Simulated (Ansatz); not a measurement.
Calculated ⁹¹Zr nuclear quadrupole resonance for ZrO2

Cell: a refined structure from the COD, atoms as given.

Space group P4_2/nmc:1 (No. 137); a = 3.5961, c = 5.1770 Å.

```
site  Wyckoff  site symmetry       x       y       z
  Zr       2a           -4m2  0.0000  0.0000  0.0000
   O       4d           2mm.  0.0000  0.5000  0.2030
```

One atom of each set is listed.

Method: Kohn–Sham DFT in Ansatz, PBE, plane waves and PAW, scalar-relativistic, 420 eV cutoff, Γ-centred 8×8×6 k-points, Fermi–Dirac smearing 0.02 eV.

⁹¹Zr: I = 5/2, Q = -176.0 mb (year-2017 value). Static lattice, zero field.

Task: At which frequencies do the ⁹¹Zr NQR lines lie?

Result: For I = 5/2 and η = 0 the lines are 3|C_Q|/20 and twice that; η pulls their ratio below 2.

| site | atoms | V_zz (10²¹ V/m²) | C_Q (MHz) | η | line frequencies (MHz) |
| --- | --- | --- | --- | --- | --- |
| Zr | 2 | 4.81 | -20.5 | 0.00 | 3.07, 6.14 |

An axis of threefold or higher order runs through Zr, so V_zz lies along it and η is zero.

At this cell the PBE pressure is 5 GPa, so with PBE the cell would grow if it were relaxed. Without spin–orbit coupling (the program notes it for Zr) the gradients are little affected as a rule: paired runs on crystals with a gap mostly move them by under 2 % at such atoms.

Hardware: 1 thread of Intel Xeon 6975P-C (Granite Rapids) (x86_64; 16 cores open to the job, memory cap 3.0 GiB, no GPU), a shared host with a load of 0.6 a core. Wall time 5.7 s, CPU time 5.7 s, peak memory 0.49 GiB.
